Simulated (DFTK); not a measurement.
Runs of DFTK 0.8.2 on C. Symmetry: Fd-3m, No. 227, cubic system. The conventional cell has a = 3.567 Å, b = 3.567 Å, c = 3.567 Å, α = 90.00°, β = 90.00°, γ = 90.00°. Around C (site symmetry -43m) lie 4 C at 1.54 Å. This isn't the form of C at room conditions, which is graphite.

```csv
task,level,potentials or basis,k mesh,cutoff (eV),SCF tolerance on the density,symmetries used,mesh quality,gap on the mesh (eV),V0 of scaled cells (Å³/atom),B0 (GPa)
equation of state,PBE,dojo.nc.sr.pbe.v0_4_1.standard.upf (PBE),13 × 13 × 13,1116,1e-06,-,not flagged,-,5.70,432
single point,HSE06,"cp2k.nc.sr.pbe.v0_1.largecore.gth (PBE, GTH)",3 × 3 × 3,1197,1e-05,no,coarse,5.73,-,-
band structure,r2SCAN,SG15 1.2 (PBE),13 × 13 × 13,1225,1e-06,-,not flagged,(c),-,-
equation of state,PBEsol,dojo.nc.sr.pbesol.v0_4_1.standard.upf (PBEsol),13 × 13 × 13,1116,1e-06,-,not flagged,-,(a),449
equation of state,r2SCAN,"cp2k.nc.sr.pbe.v0_1.semicore.gth (PBE, GTH)",8 × 8 × 8,2068,1e-06,-,coarse,-,5.67,(b)
```

Alike in all rows: no spin polarisation; cell as given; smearing fermi-dirac 0.05 eV.

Q: Fill in the values left out.

A: (a) 5.63; (b) 442; (c) 4.27.

Caveats: some runs use coarse meshes; the potentials were made for another functional, which shifts forces and pressure (some runs); this program's HSE differs a little from the usual definition (some runs); an odd mesh through Γ misses points on the zone boundary, where band edges often lie (some runs); GTH potentials come without recommended cutoffs, and this one wasn't checked for convergence (some runs).
